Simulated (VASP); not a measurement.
# C in VASP: notebook, part 2 of 2

VASP 6.6.1. The steps go on from the part before.

## 5. Relaxation of cell and atoms, r2SCAN+rVV10

This run uses another cell than the first one, of 47.03 Å³/atom, 0.991 times its volume.

The input, INCAR:

```
PREC = Accurate ; ENCUT = 600
EDIFF = 1E-7 ; ISMEAR = 0
SIGMA = 0.03 ; LREAL = F
LASPH = T ; NELM = 80
ALGO = Normal ; ISIF = 3
LWAVE = F ; LCHARG = F
METAGGA = R2SCAN ; LMIXTAU = T
LUSE_VDW = T ; IVDW_NL = 2
BPARAM = 11.95 ; CPARAM = 0.0093
IBRION = 2 ; NSW = 90
EDIFFG = -0.005 ; LATTICE_CONSTRAINTS = .TRUE. .TRUE. .FALSE.
KPAR = 2
```

The input, KPOINTS:

```
regular mesh
0
Gamma
  15 15 1
```

The input, POSCAR:

```
C                                       
1.0
    2.4564863192      0.0000000000      0.0000000000
   -1.2282431596      2.1273795568      0.0000000000
    0.0000000000      0.0000000000     18.0000000000
  C             
     2
Direct
     0.0000000000000000    0.0000000000000000    0.5000000000000000
     0.6666666699999979    0.3333333400000029    0.5000000000000000
```

On the command line:

```
$ cat potpaw_PBE.64/C/POTCAR > POTCAR
$ mpirun -np 2 vasp_std > vasp.out
```

It took 4.2 min on 2 MPI ranks of Intel Xeon Platinum 8488C (Sapphire Rapids), shared host; peak memory 0.43 GiB.

The run converged. Its results:

| Quantity | Value |
| --- | --- |
| Free energy | -19.5989 eV |
| Band gap on the k mesh | none (metal or under the smearing width) |

Final structure:
```
C
1.0
     2.45649    0.00000    0.00000
    -1.22824    2.12738    0.00000
     0.00000    0.00000   18.00000
C
2
Cartesian
  0.0000 0.0000 9.0000
  1.2282 0.7091 9.0000
```

Levels at points of the mesh, in eV from the Fermi level:
```
           k point  band 1  band 2  band 3  band 4  band 5  band 6  band 7  band 8
(0.00, 0.00, 0.00)  -20.86   -8.15   -3.23   -3.23    3.56    4.37    4.63    5.90
```

Caveat: the relaxation stopped at its first step, so nothing moved; the PAW data sets were made with another functional, which shifts forces and pressure a little.

## 6. Relaxation of cell and atoms, PBE

The input, INCAR:

```
SYSTEM = C
PREC = Accurate
ENCUT = 600
EDIFF = 1E-6
ISMEAR = 0
SIGMA = 0.03
LREAL = .FALSE.
LASPH = .TRUE.
NELM = 80
ALGO = Normal
ISIF = 3
LWAVE = .FALSE.
LCHARG = .FALSE.
GGA = PE
IBRION = 2
NSW = 90
EDIFFG = -0.01
LATTICE_CONSTRAINTS = .TRUE. .TRUE. .FALSE.
```

The input, KPOINTS:

```
Automatic mesh
0
G
  15 15 1
  0 0 0
```

The input, POSCAR:

```
C
1.0
    2.4672912600      0.0000000000      0.0000000000
   -1.2336456300      2.1367369100      0.0000000000
    0.0000000000      0.0000000000     18.0000000000
C
2
Direct
    0.0000000000      0.0000000000      0.5000000000
    0.6666666700      0.3333333400      0.5000000000
```

Potentials or basis: VASP PAW PBE potentials, release 64 (C).

On the command line:

```
$ cat potpaw_PBE.64/C/POTCAR > POTCAR
$ mpirun -np 1 vasp_std > vasp.out
```

OUTCAR:

```text
SYSTEM = C
   PREC = Accurate
   ENCUT = 600
   EDIFF = 1E-6
   ISMEAR = 0
   LREAL = .FALSE.
   LASPH = .TRUE.
   NELM = 80
   ISIF = 3
   GGA = PE
   IBRION = 2
   NSW = 90
   EDIFFG = -0.01

 ion  position               nearest neighbor table
   1  0.000  0.000  0.500-   2 1.42   2 1.42   2 1.42
   2  0.667  0.333  0.500-   1 1.42   1 1.42   1 1.42

  LATTYP: Found a hexagonal cell.
 ALAT       =     2.4672912600
 C/A-ratio  =     7.2954499908

  Lattice vectors:

 A1 = (   2.4672912600,   0.0000000000,   0.0000000000)
 A2 = (  -1.2336456300,   2.1367369100,   0.0000000000)
 A3 = (   0.0000000000,   0.0000000000,  18.0000000000)

Analysis of symmetry for initial positions (statically):
[... 256 lines left out ...]
  ---------------------------------------------------
  free energy    TOTEN  =       -18.45310884 eV

  energy without entropy =      -18.45280794  energy(sigma->0) =      -18.45295839

 E-fermi :  -2.5797     XC(G=0):  -2.4147

 val. band max:       -2.5797397802   @ k =   0.3333   0.3333   0.0000
 cond. band min:      -2.5797394504   @ k =   0.3333   0.3333   0.0000
 fundamental gap:      0.0000003298
 Fermi energy:        -2.5797396154

 k-point     1 :       0.0000    0.0000    0.0000
  band No.  band energies     occupation
      1     -22.0935      2.00000
      2     -10.1896      2.00000
      3      -5.6268      2.00000
      4      -5.6268      2.00000
      5       0.6841      0.00000
      6       1.5011      0.00000
      7       1.8790      0.00000
      8       3.0654      0.00000
[... 243 lines left out ...]
 k-point    24 :       0.4000    0.2000    0.0000
  band No.  band energies     occupation
      1     -16.2515      2.00000
      2     -15.2598      2.00000
      3     -11.4222      2.00000
      4      -4.0796      2.00000
      5      -1.2822      0.00000
      6       8.2133      0.00000
      7       8.7430      0.00000
      8       9.3200      0.00000

 [... further k-points ...]
[... 5 lines left out ...]
  --------------------------------------------------------------------------------------
  -------------------------------------------------------------------------------------
  Total        0.0000772      0.0000772     -0.0385250     -0.0000000      0.0000000      0.0000000
  in kB        0.0013042      0.0013042     -0.6506558     -0.0000000      0.0000000      0.0000000
  external PRESSURE =      -0.2160158 kB  Pullay stress =       0.0000000 kB
[... 17 lines left out ...]
  FREE ENERGIE OF THE ION-ELECTRON SYSTEM (eV)
  ---------------------------------------------------
  free  energy   TOTEN  =       -18.4531088384 eV

  energy  without entropy=      -18.4528079373  energy(sigma->0) =      -18.45295839

 reached required accuracy - stopping structural energy minimisation
```

Wall time 23 s (1 thread of Intel Xeon 6975P-C (Granite Rapids), shared host); peak memory 0.22 GiB.

Results:

```
Free energy                            : -18.4531 eV
Relaxed volume                         : 47.43 Å³/atom
Relaxed cell                           : a = 2.467 Å, b = 2.467 Å, c = 18.000 Å, α = 90.00°, β = 90.00°, γ = 120.00°
Space group after relaxing (to 0.05 Å) : P6/mmm (No. 191)
Energy gained by relaxing              : 0.0 meV/atom
Ionic steps                            : 3
Band gap on the k mesh                 : none (metal or under the smearing width)
```

Final structure:
```xyz
2
Lattice="2.4669 0.0000 0.0000 -1.2334 2.1364 0.0000 0.0000 0.0000 18.0000" Properties=species:S:1:pos:R:3 pbc="T T T"
C     0.0000    0.0000    9.0000
C     1.2334    0.7121    9.0000
```

Levels at points of the mesh, in eV from the Fermi level:
```csv
k point,band 2,band 3,band 4,band 5,band 6,band 7
"(0.00, 0.00, 0.00)",-7.61,-3.05,-3.05,3.26,4.08,4.46
```

## 7. The runs side by side

| level | gap on the mesh (eV) |
| --- | --- |
| PBE+D3(BJ) | none |
| r2SCAN+rVV10 | none |
| PBE | none |

Alike in all rows: task relaxation of cell and atoms; potentials or basis VASP PAW PBE potentials, release 64 (C); no spin polarisation; cell relaxed; k mesh 15 × 15 × 1; cutoff (eV) 600; smearing gaussian 0.03 eV.

Caveats: the relaxation stopped at its first step, so nothing moved (some runs); the PAW data sets were made with another functional, which shifts forces and pressure a little (some runs).

Absolute energies hang on the potentials; compare differences alone.
